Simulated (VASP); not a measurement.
A convergence study with VASP on NaBr (space group no. 225 when undisturbed): one setting is varied, all else stays as given below, so the limit is that of these other settings. One atom is moved off its site, so that forces are finite.

```
NaBr
1.0
    0.00000     2.97008     2.97008
    2.97008     0.00000     2.97008
    2.97008     2.97008     0.00000
Na Br
1 1
Direct
  0.00842   0.00842   0.99158
  0.50000   0.50000   0.50000
```

All values below come from PBE GGA, VASP's PBE PAW potentials (set 64) (plane waves; VASP). The tightest run used: 300 eV cut-off, 17×17×17 Γ-centred mesh, Fermi-Dirac smearing of 0.020 eV, potentials Na_pv Br.

Gaps are read on the run's mesh, which can miss a band edge.

Q: The settings run are 2×2×2 mesh; 3×3×3 mesh; 4×4×4 mesh; 5×5×5 mesh; 6×6×6 mesh; 8×8×8 mesh; 9×9×9 mesh; 10×10×10 mesh; 11×11×11 mesh; 12×12×12 mesh; 14×14×14 mesh; 15×15×15 mesh; 17×17×17 mesh. From which on does the energy per atom stay within 0.001 eV/atom of the tightest run?

A: From 5×5×5 mesh on: it is off by 0.0002 there and by no more than 0.001 in any finer run, while 4×4×4 mesh is off by 0.0017.
```
setting        E (eV/atom)  pressure (GPa)  largest force (eV/Å)  gap on the mesh (eV)  irreducible k-points  difference judged (eV/atom)
-------------  -----------  --------------  --------------------  --------------------  --------------------  ---------------------------
2×2×2 mesh         -2.8804            3.39                 0.058                 4.117                     4                       0.1751
3×3×3 mesh         -3.0402            1.33                 0.063                 4.189                     6                       0.0154
4×4×4 mesh         -3.0538            1.09                 0.064                 4.198                    13                       0.0017
5×5×5 mesh         -3.0553            1.06                 0.064                 4.200                    18                       0.0002
6×6×6 mesh         -3.0555            1.05                 0.064                 4.200                    30                       0.0000
8×8×8 mesh         -3.0556            1.05                 0.064                 4.200                    59                       0.0000
9×9×9 mesh         -3.0556            1.05                 0.064                 4.200                    75                       0.0000
10×10×10 mesh      -3.0556            1.05                 0.064                 4.200                   102                       0.0000
11×11×11 mesh      -3.0555            1.05                 0.064                 4.200                   126                       0.0000
12×12×12 mesh      -3.0556            1.05                 0.064                 4.200                   163                       0.0000
14×14×14 mesh      -3.0556            1.05                 0.064                 4.200                   244                       0.0000
15×15×15 mesh      -3.0556            1.05                 0.064                 4.200                   288                       0.0000
17×17×17 mesh      -3.0556            1.05                 0.064                 4.200                   405                       0.0000
```

Left out are rungs that failed or repeat a setting and relaxations that didn't move; long series are thinned to 24 rows.

The structure is a typed NaBr crystal (space group no. 225). The cell was not relaxed at this level, it is distorted from the ideal structure.
